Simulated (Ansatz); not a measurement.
# Te2Mo in Ansatz: notebook, part 3 of 3

Ansatz 0.2.0.

## 4. Single point, PBE+U

File input.yaml:

```yaml
crystal:
  lattice:
    - [6.3616090156, 0.0, 0.0]
    - [0.0, 3.48040306, 0.0]
    - [-0.0857412231, 0.0, 36.1758904685]
  atoms:
    - { symbol: Te, position: [0.4292511, 0.75, 0.54070358] }
    - { symbol: Te, position: [0.5707489, 0.25, 0.45929642] }
    - { symbol: Te, position: [0.92084787, 0.25, 0.55652732] }
    - { symbol: Te, position: [0.07915213, 0.75, 0.44347268] }
    - { symbol: Mo, position: [0.18134756, 0.25, 0.49746537] }
    - { symbol: Mo, position: [0.81865244, 0.75, 0.50253463] }
hamiltonian:
  xc: pbe
  pseudopotentials: { kind: paw }
  hubbard: { sites: [{ species: Mo, l: d, u_eff: 6.0 }] }
kpoints:
  mp_grid: { grid: [3, 6, 1] }
scf:
  occupations: { method: fermi_dirac, width: 0.05 }
output:
  forces: true
  stress: true
  eigenvalues: true
```

Potentials or basis: Ansatz PAW.

Started as:

```bash
> ansatz run input.yaml --threads 2 --pin off --max-ram 5632MiB --backend cpu --events-out ev --progress --plain --runs-dir out
```

Log:

```text
Warning: RAYON_NUM_THREADS=2 ignored (pool sized by the plan → 2); use --threads N
Te: projections on atomic orbitals take those of the free atom [Kr] 4d10 5s2 5p4, of charge +0.00 (hamiltonian.pseudopotentials.projection_atoms); the dataset's partial waves leave at most 7.8e-6 of an orbital's norm unspanned inside its sphere
Mo: projections on atomic orbitals take those of the free atom [Ar 3d10] 4s2 4p6 4d5 5s1, of charge +0.00 (hamiltonian.pseudopotentials.projection_atoms); the dataset's partial waves leave at most 6.0e-6 of an orbital's norm unspanned inside its sphere
Engine: ansatz 0.2.0, x86_64-unknown-linux-gnu
Pseudopotentials: kind: paw
Pseudopotential: Te, paw, valence charge 16, recommended cutoff 420 eV (normal), Te.paw.azcp
Pseudopotential: Mo, paw, valence charge 14, recommended cutoff 420 eV (normal), Mo.paw.azcp
Functional definition: PBE
  parameter kappa = 0.804
  parameter beta = 0.06672455060314922
  exchange = pbe_x(kappa = kappa, mu = beta*pi^2/3)
  correlation = pbe_c(beta = beta)
Crystal: 6 atoms, lattice volume = 800.969 Å³
Basis set: ecut = 420 eV, 15635 PW (Γ), exchange–correlation on 90×48×486 points (8 copies of the dense FFT grid, shifted against one another)
Bands: 56, of which v1, the nominal top of the filled ones, is band 46 counted from 1 (45 counted from 0)
Symmetry: 4 space group operations
Space group: P21/m (ITA 11), of the structure as read, at distance tolerance 9.3e-5 Å
k-points: 8 of 18
Non-local potential: Te, projectors of the file, l = 0: 2, l = 1: 2, l = 2: 2, l = 3: 2
Non-local potential: Mo, projectors of the file, l = 0: 3, l = 1: 2, l = 2: 2, l = 3: 1
PAW form: soft (Blöchl's): semilocal exchange-correlation on the pseudo side does not see the compensation charge
[... 42 lines left out ...]
  E_paw        = -25054.131741  (= ΣΔE_a)
  E_vpaw       = -1810.697131  (= ΣTr[D̂ρ^β])
  E_aug_tail   = -0.000654  (compensation charges beyond the density's cutoff)
  E_ewald      = 66222.334639
  E_smearing   = -0.007684  (= −TS)
  E_closure    = -0.000000  (closes the sum)
  Σ components = -37819.292594   (vs F -37819.292594, Δ=0.00e0)
--- Forces (eV/Å), atoms counted from 1 ---
  atom   1  Te    -0.08207978     0.00000000     0.14212302
  atom   2  Te     0.08207978     0.00000000    -0.14212302
  atom   3  Te     0.03253258     0.00000000     0.17627616
  atom   4  Te    -0.03253258     0.00000000    -0.17627616
  atom   5  Mo     0.23369745     0.00000000     0.38608451
  atom   6  Mo    -0.23369745     0.00000000    -0.38608451
  max |Σ_I F_I| component: 2.78e-17 eV/Å
--- Stress (GPa, compression-positive) ---
        0.363653       0.000000      -0.030304
        0.000000       0.607648       0.000000
       -0.030304       0.000000       0.213723
  P = ⅓ Tr σ = 0.3950 GPa (3.950 kbar)
--- Band table (eV; the first three rows and the last of 8) ---
  k-point 0: bands = ["-62.1552", "-62.0943", "-38.4401", "-38.4358", "-38.4177", "-38.4167", "-38.3785", "-38.3722", "-38.3320", "-38.3202", "-38.3111", "-38.3081", "-37.9851", "-37.9829", "-37.9760", "-37.9735", "-37.9090", "-37.8980", "-37.8743", "-37.8657", "-37.8538", "-37.8490", "-36.5121", "-36.3657", "-36.3510", "-36.2055", "-36.0012", "-35.9024", "-14.1414", "-13.2598", "-12.4076", "-12.0815", "-6.8260", "-6.4744", "-5.9472", "-5.0085", "-4.5700", "-4.0116", "-4.0058", "-3.0917", "-2.8054", "-2.5815", "-2.4564", "-2.0568", "-1.9774", "-1.3204", "-1.2859", "0.1459", "0.1476", "0.7403", "0.9686", "1.9294", "1.9890", "2.1574", "2.4996", "2.8204"]
  k-point 1: bands = ["-62.1506", "-62.0989", "-38.4344", "-38.4299", "-38.4191", "-38.4189", "-38.3807", "-38.3749", "-38.3312", "-38.3209", "-38.3111", "-38.3085", "-37.9801", "-37.9795", "-37.9770", "-37.9757", "-37.9101", "-37.9007", "-37.8740", "-37.8662", "-37.8526", "-37.8484", "-36.5049", "-36.4081", "-36.3267", "-36.2330", "-35.9913", "-35.9044", "-13.8392", "-13.0762", "-12.2756", "-11.8957", "-6.5868", "-6.2245", "-5.8898", "-5.1095", "-4.7403", "-4.3703", "-3.9491", "-3.8189", "-3.1859", "-3.1848", "-2.6545", "-2.4892", "-2.0275", "-1.7117", "-0.9669", "-0.1658", "0.3267", "0.4369", "0.6697", "0.8926", "1.4946", "2.1766", "2.9044", "3.1941"]
  k-point 2: bands = ["-62.1375", "-62.1091", "-38.4264", "-38.4233", "-38.4182", "-38.4180", "-38.3848", "-38.3809", "-38.3292", "-38.3232", "-38.3109", "-38.3092", "-37.9838", "-37.9818", "-37.9686", "-37.9677", "-37.9118", "-37.9066", "-37.8728", "-37.8680", "-37.8499", "-37.8474", "-36.4990", "-36.4674", "-36.3023", "-36.2750", "-35.9691", "-35.9172", "-13.0279", "-12.6134", "-12.0035", "-11.5747", "-6.3695", "-6.3269", "-5.8183", "-5.3462", "-5.0820", "-4.6223", "-4.6100", "-4.4750", "-4.0891", "-3.8334", "-3.2670", "-3.1550", "-2.8165", "-1.9102", "-0.4196", "-0.0761", "0.1887", "0.2865", "0.8093", "1.3044", "1.8830", "1.9506", "3.7222", "3.7756"]
  k-point 7: bands = ["-62.1224", "-62.1224", "-38.4261", "-38.4261", "-38.4129", "-38.4129", "-38.3854", "-38.3854", "-38.3263", "-38.3263", "-38.3101", "-38.3101", "-37.9850", "-37.9850", "-37.9633", "-37.9633", "-37.9111", "-37.9111", "-37.8699", "-37.8699", "-37.8475", "-37.8475", "-36.5055", "-36.5055", "-36.2857", "-36.2857", "-35.9394", "-35.9394", "-12.3004", "-12.3004", "-11.7388", "-11.7388", "-7.0924", "-7.0924", "-6.0225", "-6.0225", "-4.9359", "-4.9359", "-4.3066", "-4.3066", "-3.6858", "-3.6858", "-3.3292", "-3.3292", "-2.3931", "-2.3931", "-0.1416", "-0.1416", "0.6384", "0.6384", "1.2434", "1.2434", "2.1180", "2.1180", "3.4910", "3.4910"]
Occupation matrices written to <dir>
```

occupation_matrices:

```text
# The occupation matrices of the corrected shells as a run of Ansatz 0.0.0 ended. An entry of
# hamiltonian.hubbard.sites starts from them by `starting_ns: <path of this file>`, where that key's refused
# combinations let it.
# Free energy -37819.292594 eV.
# projection_atom_Te: [Kr] 4d10 5s2 5p4
[... 26 lines left out ...]
      - [-0.07985562204166383, 0.06291524716452965, 0.0, 0.30621944478401, 0.0]
      - [0.0, 0.0, 0.0948080283683987, 0.0, 0.711935848752364]
  site5_d:
    matrix:
      - [0.6692456309143997, -0.019052406508213205, 0.0, -0.07985562204166383, 0.0]
      - [-0.019052406508213205, 0.44274026303798536, 0.0, 0.06291524716452965, 0.0]
      - [0.0, 0.0, 0.583232332438219, 0.0, 0.09480802836839869]
      - [-0.07985562204166383, 0.06291524716452965, 0.0, 0.30621944478401, 0.0]
      - [0.0, 0.0, 0.09480802836839869, 0.0, 0.7119358487523642]
```

It took 13 s on 2 threads of Intel Xeon 6975P-C (Granite Rapids), shared host; peak memory 1.3 GiB.

What came out:

```
Free energy            : -37819.2926 eV
Largest force          : 0.451 eV/Å
Band gap on the k mesh : 0.03 eV, direct
```

Forces in eV/Å, atoms in the order of the input:
```
Te  -0.082  0.000  0.142
Te   0.082  0.000 -0.142
Te   0.033  0.000  0.176
Te  -0.033  0.000 -0.176
Mo   0.234  0.000  0.386
Mo  -0.234  0.000 -0.386
```

Stress tensor (GPa, compression positive):
```
 0.36  0.00 -0.03
 0.00  0.61  0.00
-0.03  0.00  0.21
```

Levels at points of the mesh, in eV from the valence-band top:
| k point | band 42 | band 43 | band 44 | band 45 | band 46 | band 47 | band 48 | band 49 | band 50 | band 51 |
| --- | --- | --- | --- | --- | --- | --- | --- | --- | --- | --- |
| (0.00, 0.00, 0.00) | -1.26 | -1.14 | -0.74 | -0.66 | 0.00 | 0.03 | 1.47 | 1.47 | 2.06 | 2.29 |
| (0.00, -0.50, 0.00) | -2.81 | -1.89 | -1.89 | -1.50 | -1.50 | 1.21 | 1.21 | 1.67 | 1.67 | 2.51 |

Eigenvalues of the final occupation matrices:
| site | spin | trace | eigenvalues |
| --- | --- | --- | --- |
| site 1 | 1 | 2.71 | 0.27 0.46 0.53 0.69 0.76 |
| site 2 | 1 | 2.71 | 0.27 0.46 0.53 0.69 0.76 |

Caveat: odd divisions of the mesh miss points on the zone boundary, where band edges often lie, so the gap on the mesh can be too wide; spin-orbit coupling is left out, which moves the levels of the heavy elements; the U is typed as a test and isn't derived for this compound.

## 5. Single point, PBE+U

Changes to input.yaml since step 4:

```diff
@@ -15,3 +15,3 @@
   pseudopotentials: { kind: paw }
-  hubbard: { sites: [{ species: Mo, l: d, u_eff: 6.0 }] }
+  hubbard: { sites: [{ species: Mo, l: d, u_eff: 8.0 }] }
 kpoints:
```

Started as:

```bash
> ansatz run input.yaml --threads 2 --pin off --max-ram 5632MiB --backend cpu --events-out ev --progress --plain --runs-dir out
```

It took 15 s on 2 threads of Intel Xeon 6975P-C (Granite Rapids), shared host; peak memory 1.3 GiB.

The run converged. Its results:

| Property | Result |
| --- | --- |
| Free energy | -37815.2258 eV |
| Largest force | 1.209 eV/Å |
| Band gap on the k mesh | 0.21 eV, direct |

Forces in eV/Å, atoms in the order of the input:
```
Te  -0.220  0.000  0.463
Te   0.220  0.000 -0.463
Te  -0.047  0.000  0.727
Te   0.047  0.000 -0.727
Mo   1.115  0.000  0.467
Mo  -1.115  0.000 -0.467
```

Stress tensor (GPa, compression positive):
```
 0.89  0.00 -0.21
 0.00  1.40  0.00
-0.21  0.00  0.85
```

Levels at points of the mesh, in eV from the valence-band top:
| k point | band 42 | band 43 | band 44 | band 45 | band 46 | band 47 | band 48 | band 49 | band 50 | band 51 |
| --- | --- | --- | --- | --- | --- | --- | --- | --- | --- | --- |
| (0.00, 0.00, 0.00) | -1.33 | -0.99 | -0.95 | -0.91 | 0.00 | 0.21 | 1.68 | 2.01 | 2.54 | 2.66 |
| (0.00, -0.50, 0.00) | -2.83 | -1.95 | -1.95 | -1.54 | -1.54 | 0.93 | 0.93 | 1.95 | 1.95 | 3.56 |

Eigenvalues of the final occupation matrices:
| site | spin | trace | eigenvalues |
| --- | --- | --- | --- |
| site 1 | 1 | 2.70 | 0.15 0.40 0.54 0.75 0.85 |
| site 2 | 1 | 2.70 | 0.15 0.40 0.54 0.75 0.85 |

Caveat: odd divisions of the mesh miss points on the zone boundary, where band edges often lie, so the gap on the mesh can be too wide; spin-orbit coupling is left out, which moves the levels of the heavy elements; the U is typed as a test and isn't derived for this compound.

## 6. Summary

```csv
U,gap on the mesh (eV),largest force (eV/Å)
Mo d U = 4 eV,none,0.21
Mo d U = 5 eV,0.09,0.28
Mo d U = 6 eV,0.03,0.45
Mo d U = 8 eV,0.21,1.21
```

Alike in all rows: task single point; level PBE+U; potentials or basis Ansatz PAW; no spin polarisation; cell as given; k mesh 3 × 6 × 1; cutoff (eV) 420; smearing fermi-dirac 0.05 eV.

On the cell as given the gap runs from zero (PBE+U) to 0.21 eV (PBE+U).

Caveats: the U is typed as a test and isn't derived for this compound; odd divisions of the mesh miss points on the zone boundary, where band edges often lie, so the gap on the mesh can be too wide (some runs); spin-orbit coupling is left out, which moves the levels of the heavy elements (some runs); U without spin polarisation on a metal has little footing (some runs).

Total energies depend on the potentials used, so only differences within one code and one set of settings carry meaning.
